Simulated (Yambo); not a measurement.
# GaN (F-43m) in Yambo: a series of runs, part 2 of 2

Yambo 5.3.0. Earlier steps stand in the parts before.

### 3 G0W0 quasiparticle levels, PBE

Input file g0w04.in:

```
gw0
dyson
el_el_corr
rim_cut
HF_and_locXC
mpa
em1d
RandQpts= 1000000
RandGvec= 50 RL
EXXRLvcs= 84 Ry
VXCRLvcs= 84 Ry
Chimod= "HARTREE"
% BndsRnXm
 1 | 109 |
%
NGsBlkXm= 12 Ry
% LongDrXm
 1 | 1 | 1 |
%
EnSampXm= "2l"
EnGridXm= "lP"
% EnRngeXm
 0 | 60 | eV
%
% ImRngeXm
 1.0 | 27.21138 | eV
%
% DmRngeXm
 0.001 | 0.1 | eV
%
ETStpsXm= 12
% GbndRnge
 1 | 109 |
%
GTermKind= "BG"
DysSolver= "n"
ExtendOut
% QPkrange
 1 | 1 | 8 | 11 |
%
```

Input file scf.in:

```
&CONTROL
  calculation = 'scf'
  prefix = 'pwscf'
  outdir = './tmp'
  pseudo_dir = './pseudo'
/
&SYSTEM
  ibrav = 0
  nat = 2
  ntyp = 2
  ecutwfc = 84
  nbnd = 15
  occupations = 'smearing'
  smearing = 'fd'
  degauss = 0.00367493
  force_symmorphic = .true.
/
&ELECTRONS
  conv_thr = 4d-10
  electron_maxstep = 120
  mixing_beta = 0.5
/
ATOMIC_SPECIES
Ga    69.7230 Ga.upf
N     14.0070 N.upf
CELL_PARAMETERS angstrom
   0.0000000000    2.2535006075    2.2535006075
   2.2535006075    0.0000000000    2.2535006075
   2.2535006075    2.2535006075    0.0000000000
ATOMIC_POSITIONS crystal
Ga     0.0000000000    0.0000000000    0.0000000000
N      0.2500000000    0.2500000000    0.2500000000
K_POINTS automatic
10 10 10 0 0 0
```

Input file nscf.in:

```
&CONTROL
  calculation = 'nscf'
  prefix = 'pwscf'
  outdir = './tmp'
  pseudo_dir = './pseudo'
/
&SYSTEM
  ibrav = 0
  nat = 2
  ntyp = 2
  ecutwfc = 84
  nbnd = 109
  occupations = 'fixed'
  force_symmorphic = .true.
/
&ELECTRONS
  conv_thr = 1d-08
  diago_full_acc = .true.
  diago_thr_init = 1d-06
/
ATOMIC_SPECIES
Ga    69.7230 Ga.upf
N     14.0070 N.upf
CELL_PARAMETERS angstrom
   0.0000000000    2.2535006075    2.2535006075
   2.2535006075    0.0000000000    2.2535006075
   2.2535006075    2.2535006075    0.0000000000
ATOMIC_POSITIONS crystal
Ga     0.0000000000    0.0000000000    0.0000000000
N      0.2500000000    0.2500000000    0.2500000000
K_POINTS automatic
4 4 4 0 0 0
```

Potentials or basis: PseudoDojo 0.4.1 SR PBE standard.

Launch:

```sh
$ OMP_NUM_THREADS=1 pw.x -in scf.in > scf.out
$ OMP_NUM_THREADS=1 pw.x -in nscf.in > nscf.out
$ cd tmp/pwscf.save; p2y; mv SAVE ../..; cd ../..
$ OMP_NUM_THREADS=1 yambo
$ mkdir -p g0w04; ln -s $PWD/g0w00/ndb.RIM g0w04/
$ OMP_NUM_THREADS=1 yambo -F g0w04.in -J g0w04 -C g0w04_out
```

Yambo's report:

```text
[... sections 02.01 to 02.04 as in the set-up run ...]

  [02.05] Energies & Occupations
  ==============================

  [X] === General ===
  [X] Electronic Temperature                        :  0.000000  0.000000 [eV K]
  [X] Bosonic    Temperature                        :  0.000000  0.000000 [eV K]
  [X] Finite Temperature mode                       : no
  [X] El. density                                   :  0.78645E+24 [cm-3]
  [X] Fermi Level                                   :  10.58998 [eV]

  [X] === Gaps and Widths ===
  [X] Conduction Band Min                           :  1.758635 [eV]
  [X] Valence Band Max                              :  0.000000 [eV]
  [X] Filled Bands                                  :   9
  [X] Empty Bands                                   :   10  109
[... 185 lines left out ...]
   QP tot states                                    :   4
   GW solver                                        : Newton
   GW approximation                                 : MPA
   MPA number of poles                              :  0.000000
   RIM G`s                                          :   51
   RIM random pts                                   :  1000000
   dS/dw steps                                      :  2
   dS/dw step                                       :  0.100000 ev
   X G`s                                            :  137 used
   X G`s                                            :  137 disk
   X bands                                          :    1  109
   X poles                                          :  100.0000 o/o
   X e/h E range                                    : -1.000000 -1.000000 ev
   X Hxc Kernel                                     : HARTREE
   X damping range                                  :  0.100000E-2  0.100000    ev
   X Steps                                          :  12
   X BZ energy Double Grid                          : no
   X Optical Averaged directions                    : none
   Sc/G bands                                       :    1  109
   Sc/G damping                                     :  0.100000 ev
   Sc bands terminator                              : yes
   Sc terminator kind                               : BG
   Sc Terminator pole                               :  40.81708
   Sx RL components                                 :  2085

   QP @ state[ 1 ] K range                          :  1  1
   QP @ state[ 1 ] b range                          :   8  11
   GF energies kind                                 : Perdew, Burke & Ernzerhof(X)+Perdew, Burke & Ernzerhof(C)
   GF WF`s kind                                     : Perdew, Burke & Ernzerhof(X)+Perdew, Burke & Ernzerhof(C)
   Xs energies kind                                 : Perdew, Burke & Ernzerhof(X)+Perdew, Burke & Ernzerhof(C)
   Xs WF`s kind                                     : Perdew, Burke & Ernzerhof(X)+Perdew, Burke & Ernzerhof(C)
```

o-g0w04.qp:

```text
# GW solver                                       : Newton
# GW approximation                                : MPA
# MPA number of poles                             :   0.00000000
[... 35 lines left out ...]
        1                  10                 1.758635           1.949789           0.191154          -13.92231          -9.752564          -3.927836          -3.978589          -7.533221           0.782717          -0.019090           69.55501           9.463184
        1                  11                 10.35560           10.28281          -0.072792          -11.97768          -7.199007          -4.871357          -4.851462          -7.350361           0.786775          -0.020836           6.896459           95.44201
#
```

Wall time 4.5 min (1 thread of Intel Xeon Platinum 8259CL at 2.50GHz (Skylake/Cascade Lake), shared host); peak memory 0.35 GiB.

Results:

* Band gap on the k mesh, mean-field level: 1.76 eV, direct
* Quasiparticle gap: 2.10 eV
* Least direct quasiparticle gap: 2.10 eV
* Quasiparticle gap at Γ: 2.10 eV
* Band gap of the same states before the correction: 1.76 eV

Quasiparticle terms (eV):
```csv
k point,band,Kohn-Sham level,Vxc,Σx,Σc,Z,result
"(0.000, 0.000, 0.000)",8,0.00,-18.32,-21.34,2.82,0.76,-0.15
"(0.000, 0.000, 0.000)",9,0.00,-18.32,-21.34,2.82,0.76,-0.15
"(0.000, 0.000, 0.000)",10,1.76,-13.92,-9.75,-3.93,0.78,1.95
"(0.000, 0.000, 0.000)",11,10.36,-11.98,-7.20,-4.87,0.79,10.28
```

Caveat: the k mesh is coarse (spacing up to 0.60 Å⁻¹), so the values aren't converged; the potentials hold a filled d shell without the s and p states of that shell, which can shift GW gaps by tenths of an eV, either way; this version prints the column dSc/dw multiplied by 27.2.

### 4 GW quasiparticle levels, PBE

Input file gw5.in:

```
gw0
dyson
el_el_corr
rim_cut
HF_and_locXC
ppa
em1d
RandQpts= 1000000
RandGvec= 50 RL
EXXRLvcs= 84 Ry
VXCRLvcs= 84 Ry
Chimod= "HARTREE"
% BndsRnXp
 1 | 109 |
%
NGsBlkXp= 12 Ry
% LongDrXp
 1 | 1 | 1 |
%
PPAPntXp= 27.21138 eV
% GbndRnge
 1 | 109 |
%
GTermKind= "BG"
DysSolver= "n"
ExtendOut
% QPkrange
 1 | 8 | 7 | 13 |
%
```

scf.in is that of step 3.

nscf.in is that of step 3.

Input file gw5_1.in:

```
gw0
dyson
el_el_corr
rim_cut
HF_and_locXC
ppa
em1d
RandQpts= 1000000
RandGvec= 50 RL
EXXRLvcs= 84 Ry
VXCRLvcs= 84 Ry
Chimod= "HARTREE"
% BndsRnXp
 1 | 109 |
%
NGsBlkXp= 12 Ry
% LongDrXp
 1 | 1 | 1 |
%
PPAPntXp= 27.21138 eV
% GbndRnge
 1 | 109 |
%
GTermKind= "BG"
DysSolver= "n"
ExtendOut
% QPkrange
 1 | 8 | 7 | 13 |
%
GfnQPdb= "E < gw5/ndb.QP"
XfnQPdb= "E < gw5/ndb.QP"
```

Input file gw5_2.in:

```
gw0
dyson
el_el_corr
rim_cut
HF_and_locXC
ppa
em1d
RandQpts= 1000000
RandGvec= 50 RL
EXXRLvcs= 84 Ry
VXCRLvcs= 84 Ry
Chimod= "HARTREE"
% BndsRnXp
 1 | 109 |
%
NGsBlkXp= 12 Ry
% LongDrXp
 1 | 1 | 1 |
%
PPAPntXp= 27.21138 eV
% GbndRnge
 1 | 109 |
%
GTermKind= "BG"
DysSolver= "n"
ExtendOut
% QPkrange
 1 | 8 | 7 | 13 |
%
GfnQPdb= "E < gw5_1/ndb.QP"
XfnQPdb= "E < gw5_1/ndb.QP"
```

Input file gw5_3.in:

```
gw0
dyson
el_el_corr
rim_cut
HF_and_locXC
ppa
em1d
RandQpts= 1000000
RandGvec= 50 RL
EXXRLvcs= 84 Ry
VXCRLvcs= 84 Ry
Chimod= "HARTREE"
% BndsRnXp
 1 | 109 |
%
NGsBlkXp= 12 Ry
% LongDrXp
 1 | 1 | 1 |
%
PPAPntXp= 27.21138 eV
% GbndRnge
 1 | 109 |
%
GTermKind= "BG"
DysSolver= "n"
ExtendOut
% QPkrange
 1 | 8 | 7 | 13 |
%
GfnQPdb= "E < gw5_2/ndb.QP"
XfnQPdb= "E < gw5_2/ndb.QP"
```

Input file gw5_4.in:

```
gw0
dyson
el_el_corr
rim_cut
HF_and_locXC
ppa
em1d
RandQpts= 1000000
RandGvec= 50 RL
EXXRLvcs= 84 Ry
VXCRLvcs= 84 Ry
Chimod= "HARTREE"
% BndsRnXp
 1 | 109 |
%
NGsBlkXp= 12 Ry
% LongDrXp
 1 | 1 | 1 |
%
PPAPntXp= 27.21138 eV
% GbndRnge
 1 | 109 |
%
GTermKind= "BG"
DysSolver= "n"
ExtendOut
% QPkrange
 1 | 8 | 7 | 13 |
%
GfnQPdb= "E < gw5_3/ndb.QP"
XfnQPdb= "E < gw5_3/ndb.QP"
```

Potentials or basis: PseudoDojo 0.4.1 SR PBE standard.

Launch:

```sh
$ OMP_NUM_THREADS=1 pw.x -in scf.in > scf.out
$ OMP_NUM_THREADS=1 pw.x -in nscf.in > nscf.out
$ cd tmp/pwscf.save; p2y; mv SAVE ../..; cd ../..
$ OMP_NUM_THREADS=1 yambo
$ mkdir -p gw5; ln -s $PWD/g0w00/ndb.RIM gw5/
$ OMP_NUM_THREADS=1 yambo -F gw5.in -J gw5 -C gw5_out
$ mkdir -p gw5_1; ln -s $PWD/g0w00/ndb.RIM gw5_1/
$ OMP_NUM_THREADS=1 yambo -F gw5_1.in -J gw5_1 -C gw5_1_out
$ # levels in gw5_1/ndb.QP reset to Eo + Z (Sx + Sc(Eo) - Vxc - shift), the shift holding the valence top or Fermi level at zero
$ mkdir -p gw5_2; ln -s $PWD/g0w00/ndb.RIM gw5_2/
$ OMP_NUM_THREADS=1 yambo -F gw5_2.in -J gw5_2 -C gw5_2_out
$ # levels in gw5_2/ndb.QP reset to Eo + Z (Sx + Sc(Eo) - Vxc - shift), the shift holding the valence top or Fermi level at zero
$ mkdir -p gw5_3; ln -s $PWD/g0w00/ndb.RIM gw5_3/
$ OMP_NUM_THREADS=1 yambo -F gw5_3.in -J gw5_3 -C gw5_3_out
$ # levels in gw5_3/ndb.QP reset to Eo + Z (Sx + Sc(Eo) - Vxc - shift), the shift holding the valence top or Fermi level at zero
$ mkdir -p gw5_4; ln -s $PWD/g0w00/ndb.RIM gw5_4/
$ OMP_NUM_THREADS=1 yambo -F gw5_4.in -J gw5_4 -C gw5_4_out
$ # levels in gw5_4/ndb.QP reset to Eo + Z (Sx + Sc(Eo) - Vxc - shift), the shift holding the valence top or Fermi level at zero
```

Yambo's report:

```text
[... sections 02.01 to 02.04 as in the set-up run ...]

  [02.05] Energies & Occupations
  ==============================

  [X] === General ===
  [X] Electronic Temperature                        :  0.000000  0.000000 [eV K]
  [X] Bosonic    Temperature                        :  0.000000  0.000000 [eV K]
  [X] Finite Temperature mode                       : no
  [X] El. density                                   :  0.78645E+24 [cm-3]
  [X] Fermi Level                                   :  10.58998 [eV]

  [X] === Gaps and Widths ===
  [X] Conduction Band Min                           :  1.758635 [eV]
  [X] Valence Band Max                              :  0.000000 [eV]
  [X] Filled Bands                                  :   9
  [X] Empty Bands                                   :   10  109
  [X] Direct Gap                                    :  1.758635 [eV]
  [X] Direct Gap localized at k                     :  1
  [X] Indirect Gap                                  :  1.758635 [eV]
  [X] Indirect Gap between kpts                     :  1  1
  [X] Last valence band width                       :  3.622282 [eV]
  [X] 1st conduction band width                     :  4.727423 [eV]

 [03] Transferred momenta grid and indexing
 ==========================================

 IBZ Q-points                                      :   8
 BZ  Q-points                                      :   64

 K/Q-points units:
 rlu = crystal or reduced units; cc = cartesian coordinates; iku = interal k-units

 Q [1]          [rlu]:  0.000000  0.000000  0.000000
 Q [2]          [rlu]:  0.10757E-16  0.10757E-16  0.25000
 Q [3]          [rlu]: -0.21514E-16 -0.21514E-16 -0.50000
[... 311 lines left out ...]
   B=13 Eo= 12.22 E= 12.61 E-Eo=  0.40 Re(Z)=0.78 Im(Z)=-0.988593E-2 nlXC= -6.89359 lXC= -13.1027 So= -5.70130

  QP [eV] @ K [6] (iku):  0.000000 -0.250000  0.250000
   B=7 Eo= -5.31 E= -6.29 E-Eo= -0.98 Re(Z)=0.75 Im(Z)=-0.572021E-2 nlXC= -20.2236 lXC= -15.1712 So=  3.73768
   B=8 Eo= -3.25 E= -4.18 E-Eo= -0.93 Re(Z)=0.79 Im(Z)= -0.02211 nlXC=-19.64775 lXC=-15.23415 So=  3.23627
   B=9 Eo= -1.02 E= -1.60 E-Eo= -0.58 Re(Z)=0.79 Im(Z)=-0.122844E-2 nlXC= -20.9073 lXC= -17.2440 So=  2.93413
   B=10 Eo=  6.49 E=  6.95 E-Eo=  0.47 Re(Z)=0.80 Im(Z)=-0.368120E-2 nlXC= -9.59179 lXC= -15.1167 So= -4.93985
   B=11 Eo=  7.54 E=  8.10 E-Eo=  0.56 Re(Z)=0.82 Im(Z)=-0.421114E-2 nlXC= -6.88428 lXC= -12.4190 So= -4.85651
   B=12 Eo=  9.54 E= 10.01 E-Eo=  0.47 Re(Z)=0.81 Im(Z)= 0.123452E-1 nlXC= -7.49451 lXC= -13.3391 So= -5.26723
   B=13 Eo= 11.50 E= 11.75 E-Eo=  0.24 Re(Z)=0.81 Im(Z)=-0.187720E-2 nlXC= -6.82893 lXC= -12.5197 So= -5.38937
[... 10 lines left out ...]
  QP [eV] @ K [8] (iku): -0.500000  0.250000  0.000000
   B=7 Eo= -5.68 E= -6.84 E-Eo= -1.16 Re(Z)=0.75 Im(Z)= 0.102621E-1 nlXC= -20.1178 lXC= -14.7905 So=  3.77184
   B=8 Eo= -3.68 E= -4.57 E-Eo= -0.88 Re(Z)=0.78 Im(Z)=-0.358282E-2 nlXC= -19.7359 lXC= -15.1591 So=  3.44530
   B=9 Eo= -3.62 E= -4.72 E-Eo= -1.09 Re(Z)=0.78 Im(Z)=-0.498925E-2 nlXC= -18.8165 lXC= -14.1870 So=  3.22359
   B=10 Eo=  6.24 E=  6.98 E-Eo=  0.74 Re(Z)=0.82 Im(Z)=-0.116940E-2 nlXC= -7.96837 lXC= -13.3334 So= -4.46023
   B=11 Eo=  8.40 E=  9.12 E-Eo=  0.72 Re(Z)=0.79 Im(Z)=-0.158232E-2 nlXC= -10.2316 lXC= -16.6696 So= -5.52430
   B=12 Eo= 10.30 E= 10.44 E-Eo=  0.14 Re(Z)=0.79 Im(Z)=  0.01562 nlXC= -6.59035 lXC=-12.15425 So= -5.39224
   B=13 Eo= 11.14 E= 11.82 E-Eo=  0.69 Re(Z)=0.82 Im(Z)= -0.04457 nlXC= -5.97518 lXC=-12.27146 So= -5.45612

  [WR./gw5//ndb.QP]---------------------------------------------------------------
   Lattice constants                                :  4.258499  4.258499  4.258499
   Coulomb cutoff potential                         : none
   Electronic Temperature                           :  0.000000 [K]
   Bosonic    Temperature                           :  0.000000 [K]
   Green`s function   energies                      : Perdew, Burke & Ernzerhof(X)+Perdew, Burke & Ernzerhof(C)
   wavefunctions                                    : Perdew, Burke & Ernzerhof(X)+Perdew, Burke & Ernzerhof(C)
   PPA    diel. fun.  energies                      : Perdew, Burke & Ernzerhof(X)+Perdew, Burke & Ernzerhof(C)
   wavefunctions                                    : Perdew, Burke & Ernzerhof(X)+Perdew, Burke & Ernzerhof(C)
   QP tot states                                    :   56
   GW solver                                        : Newton
   GW approximation                                 : PPA
   PPA imaginary Energy                             :  27.21138 ev
   RIM G`s                                          :   51
   RIM random pts                                   :  1000000
   dS/dw steps                                      :  2
   dS/dw step                                       :  0.100000 ev
   X G`s                                            :  137 used
   X G`s                                            :  137 disk
   X bands                                          :    1  109
   X poles                                          :  100.0000 o/o
   X e/h E range                                    : -1.000000 -1.000000 ev
   X Hxc Kernel                                     : HARTREE
   X BZ energy Double Grid                          : no
   X Optical Averaged directions                    : none
   Sc/G bands                                       :    1  109
   Sc/G damping                                     :  0.100000 ev
   Sc bands terminator                              : yes
   Sc terminator kind                               : BG
   Sc Terminator pole                               :  40.81708
   Sx RL components                                 :  2085

   QP @ state[ 1 ] K range                          :   1   8
   QP @ state[ 1 ] b range                          :   7  13
   GF energies kind                                 : Perdew, Burke & Ernzerhof(X)+Perdew, Burke & Ernzerhof(C)
   GF WF`s kind                                     : Perdew, Burke & Ernzerhof(X)+Perdew, Burke & Ernzerhof(C)
   Xs energies kind                                 : Perdew, Burke & Ernzerhof(X)+Perdew, Burke & Ernzerhof(C)
   Xs WF`s kind                                     : Perdew, Burke & Ernzerhof(X)+Perdew, Burke & Ernzerhof(C)
```

o-gw5.qp:

```text
# GW solver                                       : Newton
# GW approximation                                : PPA
# PPA imaginary Energy                            :   27.2113800    [ev]
[... 85 lines left out ...]
         8                 12                 10.30300           10.43974           0.136734          -12.15425          -6.590348          -5.392239          -5.427169          -7.022900           0.794551           0.015620          -14.52706           45.30938
         8                 13                 11.13640           11.82418           0.687786          -12.27146          -5.975184          -5.456125          -5.608486          -5.892598           0.819573          -0.044571          -51.72912           12.72420
#
```

It took 41 min on 1 thread of Intel Xeon Platinum 8259CL at 2.50GHz (Skylake/Cascade Lake), shared host; peak memory 0.34 GiB.

What came out:

| Item | Value |
| --- | --- |
| Band gap on the k mesh, mean-field level | 1.76 eV, direct |
| Quasiparticle gap | 2.55 eV |
| Least direct quasiparticle gap | 2.55 eV |
| Quasiparticle gap at Γ | 2.55 eV |
| Band gap of the same states before the correction | 1.76 eV |

Quasiparticle terms (eV):
```csv
k point,band,Kohn-Sham level,Vxc,Σx,Σc,Z,result
"(0.000, 0.000, 0.000)",7,0.00,-18.32,-21.34,2.52,0.81,0.00
"(0.000, 0.000, 0.000)",8,0.00,-18.32,-21.34,2.52,0.81,0.00
"(0.000, 0.000, 0.000)",9,0.00,-18.32,-21.34,2.51,0.81,-0.01
"(0.000, 0.000, 0.000)",10,1.76,-13.92,-9.75,-3.73,0.84,2.55
"(0.000, 0.000, 0.000)",11,10.36,-11.98,-7.20,-4.60,0.85,10.93
"(0.000, 0.000, 0.000)",12,10.36,-11.98,-7.20,-4.60,0.85,10.93
"(0.000, 0.000, 0.000)",13,10.36,-11.98,-7.20,-4.60,0.85,10.93
"(0.000, 0.000, 0.250)",7,-3.85,-15.88,-20.18,3.01,0.81,-4.49
"(0.000, 0.000, 0.250)",8,-0.52,-17.76,-21.12,2.63,0.81,-0.71
"(0.000, 0.000, 0.250)",9,-0.52,-17.76,-21.12,2.62,0.81,-0.71
"(0.000, 0.000, 0.250)",10,4.09,-14.26,-9.62,-4.03,0.83,5.02
"(0.000, 0.000, 0.250)",11,8.81,-13.40,-7.72,-4.80,0.84,9.97
"(0.000, 0.000, 0.250)",12,10.81,-12.20,-7.01,-4.74,0.84,11.60
"(0.000, 0.000, 0.250)",13,10.81,-12.20,-7.01,-4.74,0.84,11.60
"(0.000, 0.000, -0.500)",7,-7.02,-13.45,-19.31,3.73,0.82,-8.36
"(0.000, 0.000, -0.500)",8,-0.96,-17.33,-21.01,2.74,0.81,-1.32
"(0.000, 0.000, -0.500)",9,-0.96,-17.33,-21.01,2.73,0.81,-1.32
"(0.000, 0.000, -0.500)",10,4.67,-13.33,-8.55,-4.29,0.84,5.51
"(0.000, 0.000, -0.500)",11,8.74,-14.52,-7.86,-5.14,0.82,10.39
"(0.000, 0.000, -0.500)",12,10.40,-11.85,-6.53,-4.66,0.85,11.39
```

Caveat: the k mesh is coarse (spacing up to 0.60 Å⁻¹), so the values aren't converged; the potentials hold a filled d shell without the s and p states of that shell, which can shift GW gaps by tenths of an eV, either way; between passes the levels were reset to the linearisation about the Kohn-Sham level, since this version mixes two points of expansion; the levels printed in its table differ; this version prints the column dSc/dw multiplied by 27.2; the terminator is approximate in this version, by hundredths of an eV.
